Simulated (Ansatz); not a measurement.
**GaN (P6_3mc): the host for defect calculations**

Aim: the runs on the perfect crystal GaN (P6_3mc) that a defect calculation needs first.

Main program and level: Ansatz 0.2.0; plane-wave PAW DFT, PBEsol; relaxation of the host's cell and atoms; PAW set soft_1, in the first sound run; inputs show where later runs differ.

Report form: the programs' logs are mostly left out.

### 1. The starting structure

Symmetry: P6_3mc, No. 186, hexagonal system. The conventional cell has a = 3.189 Å, b = 3.189 Å, c = 5.192 Å, α = 90.00°, β = 90.00°, γ = 120.00°. Nearest to Ga lie 4 N at 1.95 to 1.96 Å. Nearest to N lie 4 Ga at 1.95 to 1.96 Å. Farther neighbours and most contacts between anions are not listed.

### 2. Host cell relaxation

Lattice and positions are set free, within the symmetry that the program keeps.

Contents of cell/input.yaml:

```yaml
crystal:
  lattice:
    - [3.1889304, 0.0, 0.0]
    - [-1.5944652, 2.7616947, 0.0]
    - [0.0, 0.0, 5.1923572]
  atoms:
    - { symbol: Ga, position: [0.66666667, 0.33333333, 0.49908371] }
    - { symbol: Ga, position: [0.33333333, 0.66666667, 0.99908371] }
    - { symbol: "N", position: [0.66666667, 0.33333333, 0.87591629] }
    - { symbol: "N", position: [0.33333333, 0.66666667, 0.37591629] }
basis:
  ecutwfc: 420
  xc_grid: 2
hamiltonian:
  xc: pbesol
  pseudopotentials: { kind: paw, azcp: { folder: soft_1 }, xc_functional: pbe }
kpoints:
  mp_grid: { grid: [10, 10, 6] }
scf:
  occupations: { method: fixed }
  max_iter: 100
relax:
  f_tol: 0.005
  max_steps: 60
  cell: {}
output:
  forces: true
  stress: true
checkpoint:
  write: "../cell.run"
  compress: false
  write_wavefunctions: false
  write_every: 100000
```

Started as:

```console
ansatz run input.yaml --threads 32 --pin off --max-ram 84787MiB --backend cpu --events-out ev --progress --plain --runs-dir out
```

Elapsed: 1.3 s, on 32 threads of Arm Neoverse V2, shared host; peak memory 0.23 GiB.

Relaxation path:

```tsv
step	energy less that of the first step (eV)	largest force component (eV/Å)	pressure (GPa)	volume (Å³)
1	0.0000	0.0058	-0.96	45.73
2	-0.0009	0.0037	-0.39	45.59
3	-0.0012	0.0010	0.01	45.49
4*	-0.0007	0.0010	-0.01	45.49
```

Relaxation steps marked * repeat the geometry before them on a plane-wave basis chosen anew for their cell, so energy and pressure can jump there.

Forces are held to the 12 operations that the run works with; a distortion that breaks them can't arise in this run.

```tsv
conventional cell, symmetrised	before	after	change
a (Å)	3.189	3.183	-0.2 %
b (Å)	3.189	3.183	-0.2 %
c (Å)	5.192	5.185	-0.1 %
volume (Å³/atom)	11.43	11.37	-0.5 %
```

The relaxed structure:

```xyz
4
Lattice="3.1829 0.0000 0.0000 -1.5914 2.7564 0.0000 0.0000 0.0000 5.1855" Properties=species:S:1:pos:R:3 pbc="T T T"
Ga    1.5914    0.9188    2.5885
Ga    0.0000    1.8376    5.1812
N     1.5914    0.9188    4.5415
N     0.0000    1.8376    1.9488
```

Numbers from this step:

```
pressure : -0.006791 GPa
```

### 3. Dielectric tensors of the host

The response to a uniform electric field gives the electronic dielectric tensor.

This step: plane-wave PAW DFPT, PBEsol; dielectric tensors, Born charges and zone-centre modes of the host; PAW set soft_1 (Ansatz 0.2.0).

Contents of eps/input.yaml:

```yaml
crystal:
  lattice:
    - [3.182861788, 0.0, 0.0]
    - [-1.591430894, 2.7564391652, 0.0]
    - [0.0, 0.0, 5.1854617653]
  atoms:
    - { symbol: Ga, position: [0.6666666667, 0.3333333333, 0.4991792411] }
    - { symbol: Ga, position: [0.3333333333, 0.6666666667, 0.9991792411] }
    - { symbol: "N", position: [0.6666666667, 0.3333333333, 0.8758207589] }
    - { symbol: "N", position: [0.3333333333, 0.6666666667, 0.3758207589] }
basis:
  ecutwfc: 420
hamiltonian:
  xc: pbesol
  pseudopotentials: { kind: paw, azcp: { folder: soft_1 }, xc_functional: pbe }
kpoints:
  mp_grid: { grid: [9, 9, 5] }
scf:
  occupations: { method: fixed }
  max_iter: 100
phonons:
  method: dfpt
  dielectric: true
  rigid_motions: translations
```

Run time: 11 s. Hardware: 32 threads; peak memory 1.1 GiB.

Electronic dielectric tensor:

```
5.83 0.00 0.00
0.00 5.83 0.00
0.00 0.00 6.02
```

Static dielectric tensor:

```
10.10  0.00  0.00
 0.00 10.10  0.00
 0.00  0.00 11.18
```

The principal values of the electronic dielectric tensor are 5.83, 5.83 and 6.02. The principal values of the static dielectric tensor are 10.10, 10.10 and 11.18.

### 4. Defect free supercell relaxed in its symmetry

This cell, the one that will hold the defects, is built from the relaxed host. Its coarser k-points can move the atoms a little, so it is relaxed from the symmetric sites, as the reference for the test of stability.

This step: plane-wave PAW DFT, PBEsol; relaxation of the defect-free supercell in its symmetry; PAW set soft_1 (Ansatz 0.2.0).

System of this step: GaN (P6_3mc). The cell holds 72 atoms: 36 Ga and 36 N. Its edges and angles: a = 9.549 Å, b = 9.549 Å, c = 10.371 Å, α = 90.0°, β = 90.0°, γ = 120.0°.

Contents of pristine.symmetric/input.yaml:

```yaml
crystal:
  lattice:
    - [9.5485853641, 0.0, 0.0]
    - [-4.774292682, 8.2693174955, 0.0]
    - [0.0, 0.0, 10.3709235306]
  atoms:
    - { symbol: Ga, position: [0.2222222222, 0.1111111111, 0.2495896206] }
    - { symbol: Ga, position: [0.1111111111, 0.2222222222, 0.4995896206] }
    - { symbol: "N", position: [0.2222222222, 0.1111111111, 0.4379103794] }
    - { symbol: "N", position: [0.1111111111, 0.2222222222, 0.1879103794] }
    - { symbol: Ga, position: [0.2222222222, 0.1111111111, 0.7495896206] }
    - { symbol: Ga, position: [0.1111111111, 0.2222222222, 0.9995896206] }
    - { symbol: "N", position: [0.2222222222, 0.1111111111, 0.9379103794] }
    - { symbol: "N", position: [0.1111111111, 0.2222222222, 0.6879103794] }
    - { symbol: Ga, position: [0.2222222222, 0.4444444444, 0.2495896206] }
    - { symbol: Ga, position: [0.1111111111, 0.5555555556, 0.4995896206] }
    - { symbol: "N", position: [0.2222222222, 0.4444444444, 0.4379103794] }
    - { symbol: "N", position: [0.1111111111, 0.5555555556, 0.1879103794] }
    - { symbol: Ga, position: [0.2222222222, 0.4444444444, 0.7495896206] }
    - { symbol: Ga, position: [0.1111111111, 0.5555555556, 0.9995896206] }
    - { symbol: "N", position: [0.2222222222, 0.4444444444, 0.9379103794] }
    - { symbol: "N", position: [0.1111111111, 0.5555555556, 0.6879103794] }
    - { symbol: Ga, position: [0.2222222222, 0.7777777778, 0.2495896206] }
    - { symbol: Ga, position: [0.1111111111, 0.8888888889, 0.4995896206] }
    - { symbol: "N", position: [0.2222222222, 0.7777777778, 0.4379103794] }
    - { symbol: "N", position: [0.1111111111, 0.8888888889, 0.1879103794] }
    - { symbol: Ga, position: [0.2222222222, 0.7777777778, 0.7495896206] }
    - { symbol: Ga, position: [0.1111111111, 0.8888888889, 0.9995896206] }
    - { symbol: "N", position: [0.2222222222, 0.7777777778, 0.9379103794] }
    - { symbol: "N", position: [0.1111111111, 0.8888888889, 0.6879103794] }
    - { symbol: Ga, position: [0.5555555556, 0.1111111111, 0.2495896206] }
    - { symbol: Ga, position: [0.4444444444, 0.2222222222, 0.4995896206] }
    - { symbol: "N", position: [0.5555555556, 0.1111111111, 0.4379103794] }
    - { symbol: "N", position: [0.4444444444, 0.2222222222, 0.1879103794] }
    - { symbol: Ga, position: [0.5555555556, 0.1111111111, 0.7495896206] }
    - { symbol: Ga, position: [0.4444444444, 0.2222222222, 0.9995896206] }
    - { symbol: "N", position: [0.5555555556, 0.1111111111, 0.9379103794] }
    - { symbol: "N", position: [0.4444444444, 0.2222222222, 0.6879103794] }
    - { symbol: Ga, position: [0.5555555556, 0.4444444444, 0.2495896206] }
    - { symbol: Ga, position: [0.4444444444, 0.5555555556, 0.4995896206] }
    - { symbol: "N", position: [0.5555555556, 0.4444444444, 0.4379103794] }
    - { symbol: "N", position: [0.4444444444, 0.5555555556, 0.1879103794] }
    - { symbol: Ga, position: [0.5555555556, 0.4444444444, 0.7495896206] }
    - { symbol: Ga, position: [0.4444444444, 0.5555555556, 0.9995896206] }
    - { symbol: "N", position: [0.5555555556, 0.4444444444, 0.9379103794] }
    - { symbol: "N", position: [0.4444444444, 0.5555555556, 0.6879103794] }
    - { symbol: Ga, position: [0.5555555556, 0.7777777778, 0.2495896206] }
    - { symbol: Ga, position: [0.4444444444, 0.8888888889, 0.4995896206] }
    - { symbol: "N", position: [0.5555555556, 0.7777777778, 0.4379103794] }
    - { symbol: "N", position: [0.4444444444, 0.8888888889, 0.1879103794] }
    - { symbol: Ga, position: [0.5555555556, 0.7777777778, 0.7495896206] }
    - { symbol: Ga, position: [0.4444444444, 0.8888888889, 0.9995896206] }
    - { symbol: "N", position: [0.5555555556, 0.7777777778, 0.9379103794] }
    - { symbol: "N", position: [0.4444444444, 0.8888888889, 0.6879103794] }
    - { symbol: Ga, position: [0.8888888889, 0.1111111111, 0.2495896206] }
    - { symbol: Ga, position: [0.7777777778, 0.2222222222, 0.4995896206] }
    - { symbol: "N", position: [0.8888888889, 0.1111111111, 0.4379103794] }
    - { symbol: "N", position: [0.7777777778, 0.2222222222, 0.1879103794] }
    - { symbol: Ga, position: [0.8888888889, 0.1111111111, 0.7495896206] }
    - { symbol: Ga, position: [0.7777777778, 0.2222222222, 0.9995896206] }
    - { symbol: "N", position: [0.8888888889, 0.1111111111, 0.9379103794] }
    - { symbol: "N", position: [0.7777777778, 0.2222222222, 0.6879103794] }
    - { symbol: Ga, position: [0.8888888889, 0.4444444444, 0.2495896206] }
    - { symbol: Ga, position: [0.7777777778, 0.5555555556, 0.4995896206] }
    - { symbol: "N", position: [0.8888888889, 0.4444444444, 0.4379103794] }
    - { symbol: "N", position: [0.7777777778, 0.5555555556, 0.1879103794] }
    - { symbol: Ga, position: [0.8888888889, 0.4444444444, 0.7495896206] }
    - { symbol: Ga, position: [0.7777777778, 0.5555555556, 0.9995896206] }
    - { symbol: "N", position: [0.8888888889, 0.4444444444, 0.9379103794] }
    - { symbol: "N", position: [0.7777777778, 0.5555555556, 0.6879103794] }
    - { symbol: Ga, position: [0.8888888889, 0.7777777778, 0.2495896206] }
    - { symbol: Ga, position: [0.7777777778, 0.8888888889, 0.4995896206] }
    - { symbol: "N", position: [0.8888888889, 0.7777777778, 0.4379103794] }
    - { symbol: "N", position: [0.7777777778, 0.8888888889, 0.1879103794] }
    - { symbol: Ga, position: [0.8888888889, 0.7777777778, 0.7495896206] }
    - { symbol: Ga, position: [0.7777777778, 0.8888888889, 0.9995896206] }
    - { symbol: "N", position: [0.8888888889, 0.7777777778, 0.9379103794] }
    - { symbol: "N", position: [0.7777777778, 0.8888888889, 0.6879103794] }
basis:
  ecutwfc: 420
  xc_grid: 2
hamiltonian:
  xc: pbesol
  pseudopotentials: { kind: paw, azcp: { folder: soft_1 }, xc_functional: pbe }
kpoints:
  mp_grid: { grid: [1, 1, 1] }
scf:
  occupations: { method: fermi_dirac, width: 0.01 }
  max_iter: 100
  lower_state_search: "off"
output:
  forces: true
relax:
  f_tol: 0.015
  max_steps: 60
  escape_saddle: false
checkpoint:
  write: "../pristine.symmetric.run"
  compress: false
  write_wavefunctions: false
  write_every: 100000
```

Started as:

```console
ansatz run input.yaml --threads 32 --pin off --max-ram 84787MiB --backend cuda --events-out ev --progress --plain --runs-dir out --max-vram 78GiB
```

It took 1.6 s on 1 × NVIDIA GB200 with 32 threads; peak memory 1.2 GiB.

Hardly anything moved in the relaxation; the energy changed by under 0.2 meV an atom.

### 5. Defect free supercell relaxed from displaced atoms

This step: plane-wave PAW DFT, PBEsol; relaxation of the defect-free supercell from random displacements, a test of the host's stability; PAW set soft_1 (Ansatz 0.2.0).

pristine.rattled/input.yaml, as its differences from pristine.symmetric/input.yaml of step 4:

```diff
@@ -94,6 +94,6 @@
   f_tol: 0.015
-  max_steps: 60
-  escape_saddle: false
+  max_steps: 120
+  random_displacement: { amplitude: 0.06, seed: 3215 }
 checkpoint:
-  write: "../pristine.symmetric.run"
+  write: "../pristine.rattled.run"
   compress: false
```

Run time: 3 s. Hardware: 1 × NVIDIA GB200 with 32 threads; peak memory 1.2 GiB; 11 s of CPU time.

Step by step:

```tsv
step	energy less that of the first step (eV)	largest force component (eV/Å)
1	0.0000	1.7923
2	-1.5933	1.1080
3	-2.2741	0.0158
4	-2.2741	0.0152
5	-2.2742	0.0002
```

The relaxation ends 32 meV an atom lower than the displaced start, with a largest force component of 2.2e-4 eV/Å.

### 6. Host on a dense mesh

This step: plane-wave PAW DFT, PBEsol; single point of the defect-free host, a test of the k-point sampling; PAW set soft_1 (Ansatz 0.2.0).

System of this step: GaN (P6_3mc). It takes space group P6_3mc (No. 186, hexagonal). Conventional cell: a = 3.183 Å, b = 3.183 Å, c = 5.185 Å, α = 90.00°, β = 90.00°, γ = 120.00°. Nearest to Ga lie 4 N at 1.95 Å. N has 4 Ga at 1.95 Å nearest. Farther neighbours and most contacts between anions are not listed.

dense/input.yaml, as its differences from eps/input.yaml of step 3:

```diff
@@ -12,2 +12,3 @@
   ecutwfc: 420
+  xc_grid: 2
 hamiltonian:
@@ -16,9 +17,11 @@
 kpoints:
-  mp_grid: { grid: [9, 9, 5] }
+  mp_grid: { grid: [10, 10, 6] }
 scf:
-  occupations: { method: fixed }
+  occupations: { method: fermi_dirac, width: 0.01 }
   max_iter: 100
-phonons:
-  method: dfpt
-  dielectric: true
-  rigid_motions: translations
+  lower_state_search: "off"
+checkpoint:
+  write: "../dense.run"
+  compress: false
+  write_wavefunctions: false
+  write_every: 100000
```

Started as:

```console
ansatz run input.yaml --threads 32 --pin off --max-ram 84787MiB --backend cpu --events-out ev --progress --plain --runs-dir out
```

Wall time 0.46 s (32 threads); peak memory 0.18 GiB.

### 7. Defect free supercell at the zone centre

The supercell is run at the zone centre, to see how far that sampling misses the dense mesh.

System of this step: GaN (P6_3mc). The cell holds 72 atoms: 36 Ga and 36 N. Cell: a = 9.549 Å, b = 9.549 Å, c = 10.371 Å, α = 90.0°, β = 90.0°, γ = 120.0°.

pristine.sampling_gamma/input.yaml, as its differences from pristine.rattled/input.yaml of step 5:

```diff
@@ -90,10 +90,4 @@
   lower_state_search: "off"
-output:
-  forces: true
-relax:
-  f_tol: 0.015
-  max_steps: 120
-  random_displacement: { amplitude: 0.06, seed: 3215 }
 checkpoint:
-  write: "../pristine.rattled.run"
+  write: "../pristine.sampling_gamma.run"
   compress: false
```

Started as:

```console
ansatz run input.yaml --threads 32 --pin off --max-ram 84787MiB --backend cuda --events-out ev --progress --plain --runs-dir out --max-vram 78GiB
```

The job ended after 1.3 s (1 × NVIDIA GB200 with 32 threads; peak memory 1.1 GiB).

### 8. Defect free supercell at the quarter point

The supercell is run at one point off the zone centre, to see how far that sampling misses the dense mesh.

pristine.sampling_quarter/input.yaml, as its differences from pristine.sampling_gamma/input.yaml of step 7:

```diff
@@ -85,3 +85,3 @@
 kpoints:
-  mp_grid: { grid: [1, 1, 1] }
+  mp_grid: { grid: [1, 1, 1], shift: [0.25, 0.25, 0.25] }
 scf:
@@ -91,3 +91,3 @@
 checkpoint:
-  write: "../pristine.sampling_gamma.run"
+  write: "../pristine.sampling_quarter.run"
   compress: false
```

The job ended after 1.3 s (1 × NVIDIA GB200 with 32 threads; peak memory 1.3 GiB; 2.9 s of CPU time).

### 9. Outcome

```json
{
 "primitive cell vectors, lengths": "3.183, 3.183, 5.185 Å",
 "electronic dielectric constant": "principal values (5.83, 5.83, 6.02)",
 "static dielectric constant": "principal values (10.10, 10.10, 11.18)",
 "gap on the k-mesh of the response run (PBEsol)": "1.88 eV",
 "supercell relaxed in its symmetry less the displaced and relaxed one": "0.000 eV",
 "energy an atom at the zone centre alone less that on the dense mesh": "0.078 eV",
 "energy an atom at one point at (¼, ¼, ¼) less that on the dense mesh": "-0.024 eV"
}
```

**Reading.** Step 5: The energy fell by 2.274 eV from the randomly displaced start; the atoms end within 0.005 Å of the sites as typed, once the mean shift is taken out. The displaced cell ends within 0.01 eV of the symmetric one relaxed in its symmetry, so no lower structure shows in this supercell. The k-mesh can miss the band edges, so this gap is an upper bound at this level. All at zero temperature.

[Logs are printed without paths, hosts, clocks, repeated set-up lines and the standing remarks that a program may print on its own settings, such as how far it seeks lower states.]

[Hosts, paths, dates, database ids (printed as entryN), source tags and the programs' standing remarks are cut or masked in the printed files.]

[Runs of the host that timed out are not shown.]

[For some hosts the program warned that the k-mesh of the response run may be too coarse for force constants and the static dielectric constant; such warnings are not always shown.]

[The program warned that the k-mesh of a response run behind this text may be too coarse: force constants, and the static dielectric constant and all else formed from them, are not shown converged.]
